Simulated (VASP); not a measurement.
Here is a VASP 6.6.1 calculation.

INCAR

```
ALGO     = Normal         # electronic algorithm
EDIFF    = 1E-6           # SCF threshold, eV
EDIFFG   = -0.3           # ionic threshold
ENCUT    = 520            # plane-wave cutoff, eV
GGA      = PE             # functional
IBRION   = 2              # ionic algorithm
ISIF     = 2              # what is computed and relaxed
ISMEAR   = -1             # smearing method
IVDW     = 12             # dispersion correction
LASPH    = T              # aspherical terms in the spheres
LCHARG   = F              # write CHGCAR
LREAL    = Auto         
LWAVE    = F              # write WAVECAR
NELM     = 80             # most SCF steps
NSW      = 35             # ionic steps
PREC     = Accurate       # precision mode
SIGMA    = 0.02           # smearing width, eV
```

File KPOINTS:

```
k-points
0
Gamma
  1 1 1
```

Contents of POSCAR:

```
CO2
1.0
    8.7065880000      0.0000000000      0.0000000000
    0.0000000000      8.7065880000      0.0000000000
    0.0000000000      0.0000000000      8.7065880000
C O
10 20
Direct
    0.3933137000      0.2074448000      0.5064861000
    0.9538496000      0.0432056000      0.3772893000
    0.7273028000      0.3880767000      0.3493214000
    0.3613654000      0.4422923000      0.9030642000
    0.5296310000      0.8831431000      0.9162542000
    0.9858126000      0.5155786000      0.8241045000
    0.6612212000      0.6408921000      0.5737361000
    0.3360771000      0.6729773000      0.2835676000
    0.0349091000      0.8905965000      0.7998533000
    0.8236981000      0.2216234000      0.9607315000
    0.3169639000      0.2943866000      0.4362127000
    0.4696634000      0.1205030000      0.5767596000
    0.8970609000      0.0606364000      0.4989352000
    1.0106382000      0.0257748000      0.2556435000
    0.6938315000      0.2842529000      0.4294886000
    0.7607741000      0.4919006000      0.2691542000
    0.3119756000      0.3392768000      0.9756931000
    0.4107552000      0.5453078000      0.8304353000
    0.4194740000      0.8068224000      0.9354140000
    0.6397880000      0.9594638000      0.8970944000
    0.8736671000      0.5108497000      0.8997849000
    1.0979581000      0.5203076000      0.7484241000
    0.6481506000      0.7734828000      0.5497491000
    0.6742918000      0.5083014000      0.5977230000
    0.2201408000      0.6315406000      0.3398551000
    0.4520133000      0.7144141000      0.2272801000
    0.1401495000      0.9228741000      0.7210555000
   -0.0703314000      0.8583188000      0.8786512000
    0.7945028000      0.2767122000      1.0808954000
    0.8528934000      0.1665346000      0.8405676000
```

Potentials or basis: VASP PAW PBE potentials, release 64 (C, O).

Command:

```sh
$ cat potpaw_PBE.64/C/POTCAR potpaw_PBE.64/O/POTCAR > POTCAR
$ mpirun -np 1 vasp_gam > vasp.out
```

**Question.** Estimate the dispersion energy per atom.

**Answer.** -0.044 eV.

**Question.** Estimate the band gap on the k mesh.

**Answer.** 6.19 eV, direct.

**Question.** Predict the energy gained by relaxing.

**Answer.** 26.3 meV/atom.

Forces on the atoms (eV/Å):
```
C    0.007 -0.008  0.015
C    0.016 -0.042 -0.010
C   -0.023 -0.057  0.018
C   -0.009 -0.003  0.065
C   -0.025 -0.001 -0.010
C   -0.035 -0.067  0.063
C    0.015  0.026 -0.121
C   -0.043  0.008  0.005
C    0.080  0.121 -0.027
C    0.002 -0.041 -0.021
O   -0.009  0.032 -0.047
O   -0.020 -0.056  0.109
O   -0.001 -0.068  0.107
O    0.079 -0.025 -0.100
O   -0.134  0.098  0.121
O    0.073  0.094 -0.057
O   -0.056 -0.103  0.090
O    0.003  0.013 -0.022
O   -0.163  0.019  0.003
O   -0.030  0.027  0.016
O   -0.073 -0.059  0.186
O    0.037  0.050 -0.135
O   -0.046  0.137  0.076
O    0.157 -0.092 -0.116
O   -0.146  0.010  0.039
O    0.098 -0.032  0.011
O    0.098  0.039 -0.062
O    0.074  0.007  0.011
O   -0.022 -0.042 -0.232
O    0.096  0.017  0.023
```

Caveat: the standard files for N, O and F lose accuracy on very short bonds; the relaxation stopped at a loose force limit of 0.3 eV/Å, so its end isn't a converged minimum. PBE gaps usually lie below the measured ones, often by a third to a half.
